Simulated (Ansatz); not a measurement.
Ni:

```
Ni
1.0
     2.44802    0.00000    0.00000
    -1.22401    2.12005    0.00000
     0.00000    0.00000    4.07281
Ni
2
Cartesian
  1.2240 0.7067 3.0546
  0.0000 1.4134 1.0182
```

This isn't the form of Ni at room conditions, which is fcc.

Base run:

- Program: Ansatz 0.2.0
- Functional: PBE
- Potentials or basis: all-electron LAPW, scalar-relativistic
- Cutoff: 323 eV (chosen from the basis error)
- Basis error allowed: 0.001 eV/atom
- k mesh: 12 × 12 × 7
- Occupations: fermi-dirac, width 0.05 eV
- Spin: collinear spin, ferromagnetic start
- Starting moments: [0.75, 0.75] μB
- Fixed moment: 1.5 μB

Its results: pressure 7.8 GPa; site moments Ni +0.77 μB.

**Question.** After a change of settings the same cell gave: pressure 6.5 GPa; site moments Ni +0.52 μB. Which change was it?
A. fixed moment from 1.5 μB to 2 μB; moments at the start from [0.75, 0.75] to [1.0, 1.0]
B. fixed moment from 1.5 μB to 2.4 μB; moments at the start from [0.75, 0.75] to [1.2, 1.2]
C. fixed moment from 1.5 μB to 1 μB; moments at the start from [0.75, 0.75] to [0.5, 0.5]

**Answer.** C.

Caveats: the total moment is fixed, so each spin has its own Fermi level.
